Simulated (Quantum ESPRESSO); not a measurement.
# PtSe2 (Sudovikovite) (P-3m1) in Quantum ESPRESSO: further runs

One crystal, PtSe2 (Sudovikovite), is run at these levels: PBE, PBE+U; tasks: single point.

Everything below comes from runs of Quantum ESPRESSO 7.5. Logs are shortened: lines on timing, memory, paths and dates and some standing lists are left out, and cuts for length are marked.

### Step 1. The crystal as given

Symmetry: P-3m1, No. 164, trigonal system. Conventional cell: a = 3.724 Å, b = 3.724 Å, c = 5.062 Å, α = 90.00°, β = 90.00°, γ = 120.00°. Pt (site symmetry -3m) has 6 Se at 2.49 Å as nearest neighbours. Se (site symmetry 3m) has 3 Pt at 2.49 Å as nearest neighbours.

### Step 2. Single point, PBE

Contents of pw.in:

```
&CONTROL
  calculation = 'scf'
  prefix = 'pwscf'
  outdir = './tmp'
  pseudo_dir = './pseudo'
  tprnfor = .true.
  tstress = .true.
  disk_io = 'nowf'
/
&SYSTEM
  ibrav = 0
  nat = 3
  ntyp = 2
  ecutwfc = 55
  ecutrho = 440
  nbnd = 21
  occupations = 'smearing'
  smearing = 'fd'
  degauss = 0.00367493
/
&ELECTRONS
  conv_thr = 6d-10
  electron_maxstep = 120
  mixing_beta = 0.5
/
ATOMIC_SPECIES
Pt   195.0840 pt_pbe_v1.4.uspp.F.UPF
Se    78.9710 Se_pbe_v1.uspp.F.UPF
CELL_PARAMETERS angstrom
   3.7240000000    0.0000000000    0.0000000000
  -1.8620000000    3.2250786037    0.0000000000
   0.0000000000    0.0000000000    5.0620000000
ATOMIC_POSITIONS angstrom
Pt     0.0000000000    0.0000000000    0.0000000000
Se     1.8620000002    1.0750262011    3.7965000000
Se    -0.0000000002    2.1500524026    1.2655000000
K_POINTS automatic
8 8 5 0 0 0
```

Potentials or basis: SSSP 1.3 efficiency PBE.

Run with:

```console
$ OMP_NUM_THREADS=1 pw.x -in pw.in > pw.out
```

pw.out:

```text
This program is part of the open-source Quantum ESPRESSO suite
     for quantum simulation of materials; please cite
[... 9 lines left out ...]
     --------------------
     sticks:   dense  smooth     PW     G-vecs:    dense   smooth      PW
     Sum        1507     745    211                64041    22605    3547

     Using Slab Decomposition

     bravais-lattice index     =            0
     lattice parameter (alat)  =       7.0373  a.u.
     unit-cell volume          =     410.2690 (a.u.)^3
     number of atoms/cell      =            3
     number of atomic types    =            2
     number of electrons       =        28.00
     number of Kohn-Sham states=           21
     kinetic-energy cutoff     =      55.0000  Ry
     charge density cutoff     =     440.0000  Ry
     scf convergence threshold =      6.0E-10
     mixing beta               =       0.5000
     number of iterations used =            8  plain     mixing
     Exchange-correlation= SLA  PW   PBE  PBE
                           (   1   4   3   4   0   0   0)

     celldm(1)=   7.037340  celldm(2)=   0.000000  celldm(3)=   0.000000
     celldm(4)=   0.000000  celldm(5)=   0.000000  celldm(6)=   0.000000

     crystal axes: (cart. coord. in units of alat)
               a(1) = (   1.000000   0.000000   0.000000 )
               a(2) = (  -0.500000   0.866025   0.000000 )
               a(3) = (   0.000000   0.000000   1.359291 )

     reciprocal axes: (cart. coord. in units 2 pi/alat)
               b(1) = (  1.000000  0.577350 -0.000000 )
               b(2) = (  0.000000  1.154701  0.000000 )
               b(3) = (  0.000000 -0.000000  0.735678 )

     PseudoPot. # 1 for Pt read from file:
     pt_pbe_v1.4.uspp.F.UPF
     Pseudo is Ultrasoft + core correction, Zval = 16.0
     Generated by new atomic code, or converted to UPF format
     Using radial grid of  985 points,  6 beta functions with:
                l(1) =   0
                l(2) =   0
                l(3) =   1
                l(4) =   1
                l(5) =   2
                l(6) =   2
     Q(r) pseudized with  8 coefficients,  rinner =    1.300   1.300   1.300
                                                       1.300   1.300

     PseudoPot. # 2 for Se read from file:
     Se_pbe_v1.uspp.F.UPF
     Pseudo is Ultrasoft + core correction, Zval =  6.0
     Generated by new atomic code, or converted to UPF format
     Using radial grid of  877 points,  6 beta functions with:
                l(1) =   0
                l(2) =   0
                l(3) =   1
                l(4) =   1
                l(5) =   2
                l(6) =   2
     Q(r) pseudized with  8 coefficients,  rinner =    1.300   1.300   1.300
                                                       1.300   1.300

     atomic species   valence    mass     pseudopotential
     Pt               16.00   195.08400     Pt( 1.00)
     Se                6.00    78.97100     Se( 1.00)

     12 Sym. Ops., with inversion, found

   Cartesian axes

     site n.     atom                  positions (alat units)
         1        Pt     tau(   1) = (   0.0000000   0.0000000   0.0000000  )
         2        Se     tau(   2) = (   0.5000000   0.2886751   1.0194683  )
         3        Se     tau(   3) = (  -0.0000000   0.5773503   0.3398228  )

     number of k points=    40  Fermi-Dirac smearing, width (Ry)=  0.0037
                       cart. coord. in units 2pi/alat
        k(    1) = (   0.0000000   0.0000000   0.0000000), wk =   0.0062500
        k(    2) = (   0.0000000   0.0000000   0.1471355), wk =   0.0125000
        k(    3) = (   0.0000000   0.0000000   0.2942710), wk =   0.0125000
        k(    4) = (   0.0000000   0.1443376   0.0000000), wk =   0.0375000
        k(    5) = (   0.0000000   0.1443376   0.1471355), wk =   0.0375000
        k(    6) = (   0.0000000   0.1443376   0.2942710), wk =   0.0375000
[... 32 lines left out ...]
        k(   39) = (  -0.1250000   0.5051815  -0.1471355), wk =   0.0750000
        k(   40) = (  -0.1250000   0.5051815  -0.2942710), wk =   0.0750000

     Dense  grid:    64041 G-vectors     FFT dimensions: (  48,  48,  64)

     Smooth grid:    22605 G-vectors     FFT dimensions: (  36,  36,  45)

     Initial potential from superposition of free atoms

     starting charge      27.4998, renormalised to      28.0000

     negative rho (up, down):  1.852E-01 0.000E+00
     Starting wfcs are   20 randomized atomic wfcs +    1 random wfcs

     Self-consistent Calculation

     iteration #  1     ecut=    55.00 Ry     beta= 0.50
     Davidson diagonalization with overlap
     ethr =  1.00E-02,  avg # of iterations =  5.2

     negative rho (up, down):  1.707E-01 0.000E+00
[... 76 lines left out ...]
     iteration # 10     ecut=    55.00 Ry     beta= 0.50
     Davidson diagonalization with overlap
     ethr =  3.51E-11,  avg # of iterations =  3.3

     negative rho (up, down):  1.723E-01 0.000E+00

     End of self-consistent calculation

          k = 0.0000 0.0000 0.0000 (  2813 PWs)   bands (ev):

   -42.6555 -42.6555 -42.5671  -4.4965  -1.6664   4.0242   4.7282   4.7282
     7.1894   7.1894   8.6366  10.1542  10.1542  11.6309  12.6907  12.6907
    14.8414  15.4398  18.5277  18.5277  23.0520
[... 63 lines left out ...]
   -42.6659 -42.6581 -42.5656  -2.9915  -2.3669   3.8992   4.9263   5.1774
     6.7283   7.2169   7.7656   8.3707   9.0443  10.3459  11.8664  12.1932
    15.2710  16.3403  19.6550  21.0292  21.2502

          k = 0.0000-0.5774 0.0000 (  2834 PWs)   bands (ev):

   -42.6677 -42.6585 -42.5653  -2.6405  -2.5663   3.8760   5.3968   5.8875
     6.9756   7.5102   7.6754   7.7039   7.7865   8.2427  11.8954  13.5830
    16.0163  17.0695  18.3444  18.5916  22.5053

          k = 0.0000-0.5774 0.1471 (  2838 PWs)   bands (ev):

   -42.6677 -42.6585 -42.5653  -2.7147  -2.4518   3.7665   5.3193   5.6242
     6.6898   7.6102   7.6887   7.9014   7.9119   8.7405  12.4200  13.0745
    15.3866  16.5360  19.4301  19.8965  21.1103

          k = 0.0000-0.5774 0.2943 (  2836 PWs)   bands (ev):

   -42.6677 -42.6585 -42.5653  -2.7612  -2.3383   3.5717   5.2105   5.3875
     6.3385   7.6666   7.6906   7.9783   8.2960   9.6656  12.3424  12.8096
    15.3861  16.2445  18.8569  21.0410  21.0854

          k = 0.1250 0.2165 0.0000 (  2813 PWs)   bands (ev):
[... 121 lines left out ...]
   -42.6659 -42.6581 -42.5656  -2.7945  -2.6120   4.1162   5.1012   5.2324
     6.5577   7.1297   7.9281   7.9959   8.9422   9.4975  12.4561  12.8347
    15.6097  16.7931  18.8635  20.6257  21.0095

          k =-0.1250 0.3608-0.1471 (  2816 PWs)   bands (ev):

   -42.6640 -42.6584 -42.5657  -3.2866  -2.2741   4.8095   5.0815   5.4334
     6.2370   6.4793   7.7672   8.3456   8.9234   9.6041  12.3733  13.0464
    16.4545  17.8197  18.3597  19.7263  19.9274

          k =-0.1250 0.3608-0.2943 (  2817 PWs)   bands (ev):

   -42.6640 -42.6584 -42.5658  -3.0079  -2.5774   4.4761   4.8032   5.5409
     6.4592   6.6606   7.8446   8.6376   9.2613   9.5804  11.8350  12.9835
    16.5358  17.2620  19.3754  19.4989  20.3371

          k =-0.1250 0.5052-0.1471 (  2823 PWs)   bands (ev):

   -42.6667 -42.6595 -42.5653  -2.6810  -2.5009   4.1011   5.1951   6.0358
     6.0541   6.8063   7.6661   7.7812   8.4806   9.1927  12.2402  12.8587
    15.9555  17.4114  18.7296  20.2984  20.8069

          k =-0.1250 0.5052-0.2943 (  2820 PWs)   bands (ev):

   -42.6667 -42.6595 -42.5653  -2.6440  -2.4866   3.9086   4.9759   5.6950
     6.2770   6.9457   7.6992   7.7936   8.8013   9.2952  12.1808  13.3028
    16.0484  16.9943  18.9147  20.2785  20.7532

     the Fermi energy is    11.2754 ev

!    total energy              =    -297.98066011 Ry
     estimated scf accuracy    <          5.5E-11 Ry
     smearing contrib. (-TS)   =      -0.00040291 Ry
     internal energy E=F+TS    =    -297.98025720 Ry

     The total energy is F=E-TS. E is the sum of the following terms:
     one-electron contribution =     -90.31560680 Ry
     hartree contribution      =      60.56986841 Ry
     xc contribution           =    -116.37060381 Ry
     ewald contribution        =    -151.86391500 Ry

     convergence has been achieved in  10 iterations

     negative rho (up, down):  1.723E-01 0.000E+00

     Forces acting on atoms (cartesian axes, Ry/au):

     atom    1 type  1   force =    -0.00000000    0.00000000    0.00000000
     atom    2 type  2   force =     0.00000000    0.00000000   -0.02278060
     atom    3 type  2   force =     0.00000000    0.00000000    0.02278060

     Total force =     0.032217     Total SCF correction =     0.000006

     Computing stress (Cartesian axis) and pressure

     negative rho (up, down):  1.723E-01 0.000E+00
          total   stress  (Ry/bohr**3)                   (kbar)     P=       70.89
   0.00052355  -0.00000000   0.00000000           77.02       -0.00        0.00
   0.00000000   0.00052355   0.00000000            0.00       77.02        0.00
   0.00000000   0.00000000   0.00039855            0.00        0.00       58.63

=------------------------------------------------------------------------------=
   JOB DONE.
=------------------------------------------------------------------------------=
```

Run time: 33 s. Hardware: 1 thread of INTEL XEON PLATINUM 8581C at 2.30GHz (Emerald Rapids), shared host; peak memory 0.29 GiB.

Results:

```
Free energy            : -4054.2334 eV
Pressure               : 7.1 GPa
Largest force          : 0.586 eV/Å
Band gap on the k mesh : none (metal or under the smearing width)
```

Forces on the atoms (eV/Å):
```
Pt   0.000  0.000  0.000
Se   0.000  0.000 -0.586
Se   0.000  0.000  0.586
```

Stress tensor (GPa, compression positive):
```
7.70 0.00 0.00
0.00 7.70 0.00
0.00 0.00 5.86
```

The run has no spin-orbit coupling, so splittings on Pt are missing.

### Step 3. Single point, PBE+U

pw.in, as its differences from that of step 2:

```diff
@@ -15,3 +15,3 @@
   ecutrho = 440
-  nbnd = 21
+  nbnd = 24
   occupations = 'smearing'
@@ -23,3 +23,3 @@
   electron_maxstep = 120
-  mixing_beta = 0.5
+  mixing_beta = 0.3
 /
@@ -38 +38,3 @@
 8 8 5 0 0 0
+HUBBARD {atomic}
+U Pt-5d 1.0
```

Potentials or basis: SSSP 1.3 efficiency PBE.

Run with:

```console
$ OMP_NUM_THREADS=1 pw.x -in pw.in > pw.out
```

pw.out:

```text
This program is part of the open-source Quantum ESPRESSO suite
     for quantum simulation of materials; please cite
         "P. Giannozzi et al., J. Phys.:Condens. Matter 21 395502 (2009);
         "P. Giannozzi et al., J. Phys.:Condens. Matter 29 465901 (2017);
         "P. Giannozzi et al., J. Chem. Phys. 152 154105 (2020);
     in publications or presentations arising from this work. More details at

     Message from routine setup:
     using ibrav=0 with symmetry is DISCOURAGED, use correct ibrav instead

     G-vector sticks info
     --------------------
     sticks:   dense  smooth     PW     G-vecs:    dense   smooth      PW
     Sum        1507     745    211                64041    22605    3547

     Using Slab Decomposition

     bravais-lattice index     =            0
     lattice parameter (alat)  =       7.0373  a.u.
     unit-cell volume          =     410.2690 (a.u.)^3
     number of atoms/cell      =            3
     number of atomic types    =            2
     number of electrons       =        28.00
     number of Kohn-Sham states=           24
     kinetic-energy cutoff     =      55.0000  Ry
     charge density cutoff     =     440.0000  Ry
     scf convergence threshold =      6.0E-10
     mixing beta               =       0.3000
     number of iterations used =            8  plain     mixing
     Exchange-correlation= SLA  PW   PBE  PBE
                           (   1   4   3   4   0   0   0)
     Hubbard projectors: atomic
     Hubbard parameters of DFT+U (Dudarev formulation) in eV:
     U(Pt-5d) =  1.0000

     Internal variables: lda_plus_u =T, lda_plus_u_kind = 0

     Internal variables: orbital_resolved =F, hub_pot_fix =F, apply_U = F

     celldm(1)=   7.037340  celldm(2)=   0.000000  celldm(3)=   0.000000
     celldm(4)=   0.000000  celldm(5)=   0.000000  celldm(6)=   0.000000

     crystal axes: (cart. coord. in units of alat)
               a(1) = (   1.000000   0.000000   0.000000 )
               a(2) = (  -0.500000   0.866025   0.000000 )
               a(3) = (   0.000000   0.000000   1.359291 )

     reciprocal axes: (cart. coord. in units 2 pi/alat)
               b(1) = (  1.000000  0.577350 -0.000000 )
               b(2) = (  0.000000  1.154701  0.000000 )
               b(3) = (  0.000000 -0.000000  0.735678 )

     PseudoPot. # 1 for Pt read from file:
     pt_pbe_v1.4.uspp.F.UPF
     Pseudo is Ultrasoft + core correction, Zval = 16.0
     Generated by new atomic code, or converted to UPF format
     Using radial grid of  985 points,  6 beta functions with:
                l(1) =   0
                l(2) =   0
[... 99 lines left out ...]
       0.000  0.000  0.000  0.000  1.000
     occupation matrix ns (before diag.):
       0.950  0.000  0.000  0.000  0.000
       0.000  0.950  0.000  0.000  0.000
       0.000  0.000  0.950  0.000  0.000
       0.000  0.000  0.000  0.950  0.000
       0.000  0.000  0.000  0.000  0.950

     Number of occupied Hubbard levels =    9.5000

     Atomic wfc used for Hubbard projectors are NOT orthogonalized

     Starting wfcs are   20 randomized atomic wfcs +    4 random wfcs

     Self-consistent Calculation

     iteration #  1     ecut=    55.00 Ry     beta= 0.30
     Davidson diagonalization with overlap
     ethr =  1.00E-02,  avg # of iterations =  5.4

     =================== HUBBARD OCCUPATIONS ===================
     ------------------------ ATOM    1 ------------------------
     Tr[ns(  1)] =   8.24117
     eigenvalues:
       0.639  0.639  0.947  0.947  0.949
     eigenvectors (columns):
       0.000 -0.000  0.000  0.000  1.000
      -0.393 -0.717 -0.543 -0.191  0.000
       0.717 -0.393  0.191 -0.543  0.000
       0.505 -0.277 -0.272  0.771 -0.000
      -0.277 -0.505  0.771  0.272 -0.000
     occupation matrix ns (before diag.):
[... 94 lines left out ...]
     iteration # 11     ecut=    55.00 Ry     beta= 0.30
     Davidson diagonalization with overlap
     ethr =  7.33E-12,  avg # of iterations =  2.8

     negative rho (up, down):  1.724E-01 0.000E+00

     End of self-consistent calculation

     =================== HUBBARD OCCUPATIONS ===================
     ------------------------ ATOM    1 ------------------------
     Tr[ns(  1)] =   9.29339
     eigenvalues:
       0.844  0.844  0.985  0.987  0.987
     eigenvectors (columns):
      -0.000 -0.000  1.000 -0.000 -0.000
       0.441 -0.655 -0.000 -0.578 -0.204
      -0.655 -0.441 -0.000  0.204 -0.578
      -0.509 -0.343  0.000 -0.263  0.745
       0.343 -0.509  0.000  0.745  0.263
     occupation matrix ns (before diag.):
       0.985 -0.000 -0.000 -0.000 -0.000
      -0.000  0.898 -0.000  0.000 -0.069
      -0.000 -0.000  0.898 -0.069 -0.000
      -0.000  0.000 -0.069  0.933  0.000
[... 240 lines left out ...]
   -42.5151 -42.5078 -42.4122  -2.7709  -2.5214   3.7227   4.8123   5.5886
     6.0873   6.7925   7.4377   7.5314   8.6836   9.2621  12.1507  13.2772
    16.0542  16.9939  18.9093  20.2779  20.7600  21.8363  23.1712  24.0370

     the Fermi energy is    11.2382 ev

!    total energy              =    -297.95795063 Ry
     estimated scf accuracy    <          7.7E-11 Ry
     smearing contrib. (-TS)   =      -0.00041843 Ry
     internal energy E=F+TS    =    -297.95753220 Ry

     The total energy is F=E-TS. E is the sum of the following terms:
     one-electron contribution =     -90.43071489 Ry
     hartree contribution      =      60.69479424 Ry
     xc contribution           =    -116.38003950 Ry
     ewald contribution        =    -151.86391500 Ry
     Hubbard energy            =       0.02234294 Ry

     convergence has been achieved in  11 iterations

     negative rho (up, down):  1.724E-01 0.000E+00

     Forces acting on atoms (cartesian axes, Ry/au):

     atom    1 type  1   force =     0.00000000   -0.00000000    0.00000000
     atom    2 type  2   force =    -0.00000000    0.00000000   -0.02165162
     atom    3 type  2   force =     0.00000000   -0.00000000    0.02165162

     Total force =     0.030620     Total SCF correction =     0.000015

     Computing stress (Cartesian axis) and pressure

     negative rho (up, down):  1.724E-01 0.000E+00
          total   stress  (Ry/bohr**3)                   (kbar)     P=       67.54
   0.00050059   0.00000000   0.00000000           73.64        0.00        0.00
   0.00000000   0.00050059   0.00000000            0.00       73.64        0.00
   0.00000000   0.00000000   0.00037624            0.00        0.00       55.35

=------------------------------------------------------------------------------=
   JOB DONE.
=------------------------------------------------------------------------------=
```

It took 38 s on 1 thread of INTEL XEON PLATINUM 8581C at 2.30GHz (Emerald Rapids), shared host; peak memory 0.31 GiB.

What came out:

- Free energy: -4053.9244 eV
- Pressure: 6.8 GPa
- Largest force: 0.557 eV/Å
- Band gap on the k mesh: none (metal or under the smearing width)

Forces in eV/Å, atoms in the order of the input:
```
Pt   0.000  0.000  0.000
Se   0.000  0.000 -0.557
Se   0.000  0.000  0.557
```

Eigenvalues of the final occupation matrices:
```csv
site,spin,trace,eigenvalues
Pt 1 5d,each,4.65,0.84 0.84 0.98 0.99 0.99
```

Caveat: U without spin polarisation on a metal has little footing. The run has no spin-orbit coupling, so splittings on Pt are missing.

### Step 4. Single point, PBE+U

pw.in, as its differences from that of step 3:

```diff
@@ -39,2 +39,2 @@
 HUBBARD {atomic}
-U Pt-5d 1.0
+U Pt-5d 2.0
```

Run with:

```console
$ OMP_NUM_THREADS=1 pw.x -in pw.in > pw.out
```

Wall time 40 s (1 thread of INTEL XEON PLATINUM 8581C at 2.30GHz (Emerald Rapids), shared host); peak memory 0.31 GiB.

Results (log left out):

```
Free energy            : -4053.6254 eV
Pressure               : 6.4 GPa
Largest force          : 0.530 eV/Å
Band gap on the k mesh : none (metal or under the smearing width)
```

Forces in eV/Å, atoms in the order of the input:
```
Pt   0.000  0.000  0.000
Se   0.000  0.000 -0.530
Se   0.000  0.000  0.530
```

Stress tensor (GPa, compression positive):
```
7.06 0.00 0.00
0.00 7.06 0.00
0.00 0.00 5.22
```

Levels at points of the mesh, in eV from the Fermi level:
```csv
k point,band 10,band 11,band 12,band 13,band 14,band 15,band 16,band 17,band 18,band 19
"(0.00, 0.00, 0.00)",-4.70,-2.89,-1.07,-1.07,0.38,1.43,1.43,3.64,4.25,7.34
"(0.00, -0.50, 0.00)",-4.16,-4.00,-3.73,-3.54,-3.23,0.63,2.34,4.84,5.88,7.15
```

Eigenvalues of the final occupation matrices:
| site | spin | trace | eigenvalues |
| --- | --- | --- | --- |
| Pt 1 5d | each | 4.66 | 0.85 0.85 0.99 0.99 0.99 |

Caveat: U without spin polarisation on a metal has little footing. Spin-orbit coupling is left out, which matters for the levels of Pt.

[end of part 1 of 2]
